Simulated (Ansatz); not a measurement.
# TlBr: the cost of one run

Computed with Ansatz 0.2.0 (DFT PBEsol, all-electron LAPW, scalar-relativistic unless said, unless a step's input says otherwise).

### Step 1. Starting point

Symmetry: Pm-3m, No. 221, cubic system. Conventional cell: a = 3.915 Å, b = 3.915 Å, c = 3.915 Å, α = 90.00°, β = 90.00°, γ = 90.00°. Around Tl (site symmetry m-3m) lie 8 Br at 3.39 Å. Br (site symmetry m-3m) has 8 Tl at 3.39 Å as nearest neighbours.

Structure file:

```
Tl Br
1.0
     3.91453    0.00000    0.00000
     0.00000    3.91453    0.00000
     0.00000    0.00000    3.91453
Tl Br
1 1
Direct
  0.00000 0.00000 0.00000
  0.50000 0.50000 0.50000
```

Cartesian axes are those of the input's lattice vectors. The structure goes back to a database entry.

### Step 2. Reference run, fine mesh, LAPW

Input file input.yaml:

```yaml
crystal:
  lattice:
    - [3.91453254931, 0.0, 0.0]
    - [0.0, 3.91453254931, 0.0]
    - [0.0, 0.0, 3.91453254931]
  atoms:
    - { symbol: Tl, position: [0.0, 0.0, 0.0] }
    - { symbol: Br, position: [0.5, 0.5, 0.5] }
kpoints:
  mp_grid: { grid: [6, 6, 6] }
scf:
  occupations: { method: fixed }
hamiltonian:
  xc: pbesol
  pseudopotentials: { kind: all_electron, lapw: { basis_error: 0.001 } }
output:
  forces: true
  stress: true
  eigenvalues: true
  eigenstates:
    nscf_kmesh: { grid: [10, 10, 10] }
    de_dk: true
    e_range: [-9, 11.58757180008]
  optics:
    e_range: [0, 30]
    de: 0.2
    sigma: 0.25
    bands: { spectra_wanted_up_to: 30 }
    nscf_kmesh: { grid: [10, 10, 10] }
checkpoint:
  write: ck
  write_wavefunctions: false
```

Run with:

```bash
$ ansatz run input.yaml --threads 1 --pin off --max-ram 3072MiB --backend cpu --events-out ev --progress --plain --runs-dir out
```

Q: Estimate wall time and peak memory on 1 thread of Intel Xeon Platinum 8488C (Sapphire Rapids), shared host.

About 52 s, with a peak of 0.42 GiB.
